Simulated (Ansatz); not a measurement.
# ScAl: how settings move the results

One table from this session's results is given with a row withheld; the runs are named, their logs left out.

Computed with Ansatz 0.2.0 (DFT PBEsol, scalar-relativistic, plane waves, PAW, unless a step's input says otherwise).

2 further runs of the same task are left out: 1 for a known fault of the program, 1 set aside as unsound or not needed.

## Starting point

Symmetry: Pm-3m, No. 221, cubic system. Conventional cell: a = 3.370 Å, b = 3.370 Å, c = 3.370 Å, α = 90.00°, β = 90.00°, γ = 90.00°. Around Sc (site symmetry m-3m) lie 8 Al at 2.92 Å. Al (site symmetry m-3m) has 8 Sc at 2.92 Å as nearest neighbours.

As a file:

```xyz
2
Lattice="3.3703 0.0000 0.0000 0.0000 3.3703 0.0000 0.0000 0.0000 3.3703" Properties=species:S:1:pos:R:3 pbc="T T T"
Sc    1.6852    1.6852    1.6852
Al    0.0000    0.0000    0.0000
```

The structure comes from the Materials Project (structure only); it is used as listed.

## The base input

File input.yaml:

```yaml
crystal:
  lattice:
    - [3.37034897, 0.0, 0.0]
    - [0.0, 3.37034897, 0.0]
    - [0.0, 0.0, 3.37034897]
  atoms:
    - { symbol: Sc, position: [0.5, 0.5, 0.5] }
    - { symbol: Al, position: [0.0, 0.0, 0.0] }
basis:
  ecutwfc: 420
kpoints:
  mp_grid: { grid: [12, 12, 12] }
hamiltonian:
  xc: pbesol
scf:
  occupations: { method: gaussian, width: 0.1 }
output:
  forces: true
  stress: true
  eigenvalues: true
  populations: true
  write_density: true
  write_potential: true
  elf: true
  volumetric_format: npy
```

Its results, from an earlier run: -1318.4227 eV/atom at zero smearing, pressure -1.80 GPa, largest force 0.000 eV/Å, no gap on the mesh, in 7 SCF cycles and 3.8 s.

Set-up of the first run:

File input.yaml:

```yaml
crystal:
  lattice:
    - [3.37034897, 0.0, 0.0]
    - [0.0, 3.37034897, 0.0]
    - [0.0, 0.0, 3.37034897]
  atoms:
    - { symbol: Sc, position: [0.5, 0.5, 0.5] }
    - { symbol: Al, position: [0.0, 0.0, 0.0] }
basis:
  ecutwfc: 420
kpoints:
  mp_grid: { grid: [1, 1, 1] }
hamiltonian:
  xc: pbesol
scf:
  occupations: { method: gaussian, width: 0.1 }
output:
  forces: true
  stress: true
  eigenvalues: true
```

Command:

```sh
$ ansatz run input.yaml --threads 1 --pin off --max-ram 2560MiB --backend cpu --events-out ev --progress --plain --runs-dir out
```

Among the steps run: K-point mesh set to 1×1×1; K-point mesh set to 2×2×2; K-point mesh set to 4×4×4; K-point mesh set to 6×6×6; K-point mesh: 8×8×8; K-point mesh: 10×10×10; K-point mesh: 14×14×14; K-point mesh: 16×16×16; K-point mesh set to 18×18×18.

One of the session's tables, all rows but one given; the rest of the session is left out.

It belongs to the step «What the k-point mesh changes». 

| mesh | ΔE (meV/atom) | pressure (GPa) |
| --- | --- | --- |
| 1×1×1 | 758 | -30.45 |
| 2×2×2 | -216 | -1.64 |
| 4×4×4 | -13.8 | -1.37 |
| 6×6×6 | 2.50 | -1.74 |
| 8×8×8 | 2.06 | -1.80 |
| 10×10×10 | -0.14 | -1.82 |
| 12×12×12 | 0.17 | -1.80 |
| 14×14×14 | ? | ? |
| 16×16×16 | 0.24 | -1.78 |
| 18×18×18 | 0.00 | -1.77 |

**Question.** Estimate the row for 14×14×14.

The run gave: ΔE (meV/atom): 0.16; pressure (GPa): -1.79. In the column «ΔE (meV/atom)» it lies between 18×18×18 (0.00) and 12×12×12 (0.17).

Limits of these values: The error changes sign along the series, since a k mesh isn't variational, and a metal needs dense meshes to resolve its Fermi surface.
